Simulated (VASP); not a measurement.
# MnO2 (P-3m1) in VASP: further runs, part 2 of 2

VASP 6.6.1.

### Step 3. Single point, r2SCAN, collinear spin, ferromagnetic start

Input file INCAR:

```
SYSTEM = MnO2
PREC = Accurate ; ENCUT = 460
EDIFF = 0.01 ; ISMEAR = 0
SIGMA = 0.05 ; LREAL = .FALSE.
LASPH = .TRUE. ; NELM = 100
ALGO = Normal ; ISIF = 2
LWAVE = .FALSE. ; LCHARG = .FALSE.
ISPIN = 2 ; MAGMOM = 4 0 0
LORBIT = 11 ; LMAXMIX = 4
METAGGA = R2SCAN ; LMIXTAU = .TRUE.
ADDGRID = .FALSE.
```

Input file KPOINTS:

```
Automatic mesh
0
G
  8 8 4
  0 0 0
```

Input file POSCAR:

```
MnO2
1.0
    2.8565781804      0.0000000000      0.0000000000
   -1.4282890902      2.4738692722      0.0000000000
    0.0000000000      0.0000000000      4.6013740589
Mn O
1 2
Direct
    0.0000000000      0.0000000000      0.5000000000
    0.3333333333      0.6666666667      0.7062925700
    0.6666666667      0.3333333333      0.2937074300
```

Potentials or basis: VASP PAW PBE potentials, release 64 (Mn_pv, O).

On the command line:

```
> cat potpaw_PBE.64/Mn_pv/POTCAR potpaw_PBE.64/O/POTCAR > POTCAR
> mpirun -np 1 vasp_std > vasp.out
```

OUTCAR:

```text
SYSTEM = MnO2
   PREC = Accurate
   ENCUT = 460
   EDIFF = 0.01
   ISMEAR = 0
   LREAL = .FALSE.
   LASPH = .TRUE.
   NELM = 100
   ISIF = 2
   ISPIN = 2
   LORBIT = 11
   METAGGA = R2SCAN

 Found     35 irreducible k-points:

 Following reciprocal coordinates:
            Coordinates               Weight
  0.000000  0.000000  0.000000      1.000000
  0.125000  0.000000  0.000000      6.000000
  0.250000  0.000000  0.000000      6.000000
  0.375000  0.000000  0.000000      6.000000
  0.500000  0.000000  0.000000      3.000000
  0.125000  0.125000  0.000000      6.000000
   k-points           NKPTS =     35   k-points in BZ     NKDIM =     35   number of bands    NBANDS=     18
   number of dos      NEDOS =    301   number of ions     NIONS =      3
   total plane-waves  NPLWV =  12800
   dimension x,y,z NGX =    20 NGY =   20 NGZ =   32
   dimension x,y,z NGXF=    40 NGYF=   40 NGZF=   64
   ions per type =               1   2
   NGX,Y,Z   is equivalent  to a cutoff of  11.64, 11.64, 11.56 a.u.
   NGXF,Y,Z  is equivalent  to a cutoff of  23.28, 23.28, 23.12 a.u.
 SYSTEM =  MnO2
   PREC   = accura    normal or accurate (medium, high low for compatibility)
   ISTART =      0    job   : 0-new  1-cont  2-samecut
   ICHARG =      2    charge: 1-file 2-atom 10-const
   ISPIN  =      2    spin polarized calculation?
   LNONCOLLINEAR =      F non collinear calculations
   LSORBIT =      F    spin-orbit coupling
   LASPH  =      T    aspherical Exc in radial PAW
   ENCUT  =  460.0 eV  33.81 Ry    5.81 a.u.   5.00  5.00  8.05*2*pi/ulx,y,z
   NELM   =    100;   NELMIN=  2; NELMDL= -5     # of ELM steps
   EDIFF  = 0.1E-01   stopping-criterion for ELM
   LREAL  =      F    real-space projection
   EDIFFG = 0.1E+00   stopping-criterion for IOM
   NSW    =      0    number of steps for IOM
   IBRION =     -1    ionic relax: 0-MD 1-quasi-New 2-CG
   NFREE  =      0    steps in history (QN), initial steepest desc. (CG)
   ISIF   =      2    stress and relaxation
   ISYM   =      2    0-nonsym 1-usesym 2-fastsym
   POTIM  = 0.5000    time-step for ionic-motion
   TEBEG  =    0.0;   TEEND  =   0.0 temperature during run
   PSTRESS=    0.0 pullay stress
   NELECT =      25.0000    total number of electrons
   NUPDOWN=      -1.0000    fix difference up-down
   EMIN   =  10.00;   EMAX   =-10.00  energy-range for DOS
   EFERMI =   0.00;   METHOD = LEGACY
   ISMEAR =     0;   SIGMA  =   0.05  broadening in eV -4-tet -1-fermi 0-gaus
[... 39 lines left out ...]

 spin component 1

 k-point     1 :       0.0000    0.0000    0.0000
  band No.  band energies     occupation
      1     -49.7963      1.00000
      2     -49.7649      1.00000
      3     -49.7647      1.00000
      4     -17.7248      1.00000
      5     -15.4278      1.00000
      6      -3.7771      1.00000
[... 103 lines left out ...]
      5     -15.5966      1.00000
      6      -3.3498      1.00000
[... 10 lines left out ...]
     17      12.4851      0.00000
     18      16.0012      0.00000

 [... further k-points ...]

 spin component 2

 k-point     1 :       0.0000    0.0000    0.0000
  band No.  band energies     occupation
      1     -45.6500      1.00000
      2     -45.6499      1.00000
      3     -45.4509      1.00000
      4     -17.6743      1.00000
      5     -15.3921      1.00000
      6      -2.6300      1.00000
[... 103 lines left out ...]
      5     -15.5510      1.00000
      6      -2.3800      1.00000
[... 10 lines left out ...]
     17      12.9186      0.00000
     18      16.7019      0.00000

 [... further k-points ...]

------------------------ aborting loop because EDIFF is reached ----------------------------------------

  FORCE on cell =-STRESS in cart. coord.  units (eV):
  Direction    XX          YY          ZZ          XY          YZ          ZX
  --------------------------------------------------------------------------------------
  -------------------------------------------------------------------------------------
  Total        0.1927015      0.1927015      0.3246309      0.0000000      0.0000000     -0.0000000
  in kB        9.4947865      9.4947865     15.9952134      0.0000000      0.0000000     -0.0000000
  external PRESSURE =      11.6615955 kB  Pullay stress =       0.0000000 kB

 VOLUME and BASIS-vectors are now :
 -----------------------------------------------------------------------------
  energy-cutoff  :      460.00
  volume of cell :       32.52
      direct lattice vectors                 reciprocal lattice vectors
     2.856578180  0.000000000  0.000000000     0.350069187  0.202112539  0.000000000
    -1.428289090  2.473869272  0.000000000     0.000000000  0.404225078  0.000000000
     0.000000000  0.000000000  4.601374059     0.000000000  0.000000000  0.217326387

 POSITION                                       TOTAL-FORCE (eV/Angst)
 -----------------------------------------------------------------------------------
      0.00000      0.00000      2.30069         0.000000      0.000000      0.000000
     -0.00000      1.64925      3.24992         0.000000     -0.000000      0.008834
      1.42829      0.82462      1.35146        -0.000000      0.000000     -0.008834
 -----------------------------------------------------------------------------------
    total drift:                                0.000000     -0.000000      0.000000

  FREE ENERGIE OF THE ION-ELECTRON SYSTEM (eV)
  ---------------------------------------------------
  free  energy   TOTEN  =       -32.5394752885 eV

  energy  without entropy=      -32.5394752885  energy(sigma->0) =      -32.53947529

 total charge

# of ion       s       p       d       tot
------------------------------------------
    1        0.383   6.468   4.868  11.719
    2        1.595   3.445   0.000   5.040
    3        1.595   3.445   0.000   5.040
--------------------------------------------------
tot          3.572  13.359   4.868  21.799

 magnetization (x)

# of ion       s       p       d       tot
------------------------------------------
    1        0.030   0.040   2.871   2.940
    2        0.004  -0.000   0.000   0.004
    3        0.004  -0.000   0.000   0.004
--------------------------------------------------
tot          0.038   0.039   2.871   2.948
```

OSZICAR:

```text
N       E                     dE             d eps       ncg     rms          rms(c)
DAV:   1     0.231277398718E+03    0.23128E+03   -0.14552E+04  2520   0.150E+03
DAV:   2    -0.302561859303E+02   -0.26153E+03   -0.25265E+03  2814   0.420E+02
DAV:   3    -0.463504772775E+02   -0.16094E+02   -0.16018E+02  2716   0.116E+02
DAV:   4    -0.465410921931E+02   -0.19061E+00   -0.19046E+00  2722   0.138E+01
DAV:   5    -0.465432571472E+02   -0.21650E-02   -0.21647E-02  2382   0.155E+00    0.319E+01
DAV:   6    -0.363182212716E+02    0.10225E+02   -0.80372E+01  2786   0.101E+02    0.293E+01
DAV:   7    -0.326613176561E+02    0.36569E+01   -0.50331E+01  2710   0.791E+01    0.135E+01
DAV:   8    -0.322631157760E+02    0.39820E+00   -0.30350E+00  2618   0.204E+01    0.521E+00
DAV:   9    -0.324678336149E+02   -0.20472E+00   -0.95663E-01  2636   0.955E+00    0.285E+00
DAV:  10    -0.325247812857E+02   -0.56948E-01   -0.10385E-01  2594   0.325E+00    0.106E+00
DAV:  11    -0.325384127282E+02   -0.13631E-01   -0.30106E-02  2232   0.174E+00    0.398E-01
DAV:  12    -0.325394752885E+02   -0.10626E-02   -0.38557E-03  1314   0.550E-01
   1 F= -.32539475E+02 E0= -.32539475E+02  d E =-.110732E-11  mag=     3.0008
```

Run time: 39 s. Hardware: 1 thread of Intel Xeon 6975P-C (Granite Rapids), shared host; peak memory 0.16 GiB.

The run converged, but some of its settings lie outside the range that counts as converged, so its numbers aren't taken as properties of the crystal.

What came out:

```
Free energy                                           : -32.5395 eV
Pressure                                              : 1.2 GPa
Largest force                                         : 0.009 eV/Å
Band gap on the k mesh                                : 1.88 eV, indirect (least direct gap 1.99 eV)
Net moment                                            : 3.00 μB per cell
Site moments                                          : Mn +2.94; O +0.00 μB
Valence electrons inside the program's atomic spheres : Mn 11.72; O 5.04
```

Caveat: the cutoff is under 1.25 times the usual one of these potentials, so pressure, stress and relaxed cells hold a basis-set (Pulay) error; the PAW data sets were made with another functional, which shifts forces and pressure a little; a cell with one magnetic atom can't hold antiferromagnetic order, which such compounds often take.

### Step 4. Single point, r2SCAN, collinear spin, ferromagnetic start

INCAR is that of step 3.

KPOINTS is that of step 3.

Input file POSCAR:

```
MnO2
1.0
    2.8565781804      0.0000000000      0.0000000000
   -1.4282890902      2.4738692722      0.0000000000
    0.0000000000      0.0000000000      4.6013740589
Mn O
1 2
Direct
    0.0186700000     -0.0033200000      0.4886240000
    0.3165570000      0.6444560000      0.7182440000
    0.6490790000      0.3390650000      0.3129550000
```

On the command line:

```
> cat potpaw_PBE.64/Mn_pv/POTCAR potpaw_PBE.64/O/POTCAR > POTCAR
> mpirun -np 1 vasp_std > vasp.out
```

It took 2.2 min on 1 thread of Intel Xeon 6975P-C (Granite Rapids), shared host; peak memory 0.22 GiB.

These settings aren't checked as converged: the numbers below hold their error.

Results:

- Free energy: -32.1927 eV
- Pressure: 5.9 GPa
- Largest force: 4.202 eV/Å
- Band gap on the k mesh: 1.77 eV, indirect (least direct gap 1.79 eV)
- Net moment: 3.00 μB per cell
- Site moments: Mn +2.90; O -0.03, +0.06 μB
- Valence electrons inside the program's atomic spheres: Mn 11.79; O 4.99, 5.11

Caveat: the cutoff is under 1.25 times the usual one of these potentials, so pressure, stress and relaxed cells hold a basis-set (Pulay) error; the PAW data sets were made with another functional, which shifts forces and pressure a little; a cell with one magnetic atom can't hold antiferromagnetic order, which such compounds often take.

### Step 5. Single point, r2SCAN, collinear spin, ferromagnetic start

INCAR, as its differences from that of step 4:

```diff
@@ -2,3 +2,3 @@
 PREC = Accurate ; ENCUT = 460
-EDIFF = 0.01 ; ISMEAR = 0
+EDIFF = 0.001 ; ISMEAR = 0
 SIGMA = 0.05 ; LREAL = .FALSE.
```

KPOINTS is that of step 4.

Input file POSCAR:

```
MnO2
1.0
    2.8565781804      0.0000000000      0.0000000000
   -1.4282890902      2.4738692722      0.0000000000
    0.0000000000      0.0000000000      4.6013740589
Mn O
1 2
Direct
    0.0000000000      0.0000000000      0.5000000000
    0.3333333333      0.6666666667      0.7062925700
    0.6666666667      0.3333333333      0.2937074300
```

On the command line:

```
> cat potpaw_PBE.64/Mn_pv/POTCAR potpaw_PBE.64/O/POTCAR > POTCAR
> mpirun -np 1 vasp_std > vasp.out
```

Wall time 42 s (1 thread of Intel Xeon 6975P-C (Granite Rapids), shared host); peak memory 0.16 GiB.

The run converged, but some of its settings lie outside the range that counts as converged, so its numbers aren't taken as properties of the crystal.

What came out:

```yaml
Free_energy: -32.5397 eV
Pressure: -0.6 GPa
Band_gap_on_the_k_mesh: 1.88 eV, indirect (least direct gap 1.99 eV)
Net_moment: 3.00 μB per cell
Site_moments: Mn +2.94; O +0.01 μB
Valence_electrons_inside_the_program's_atomic_spheres: Mn 11.71; O 5.04
```

Caveat: the cutoff is under 1.25 times the usual one of these potentials, so pressure, stress and relaxed cells hold a basis-set (Pulay) error; the PAW data sets were made with another functional, which shifts forces and pressure a little; a cell with one magnetic atom can't hold antiferromagnetic order, which such compounds often take.
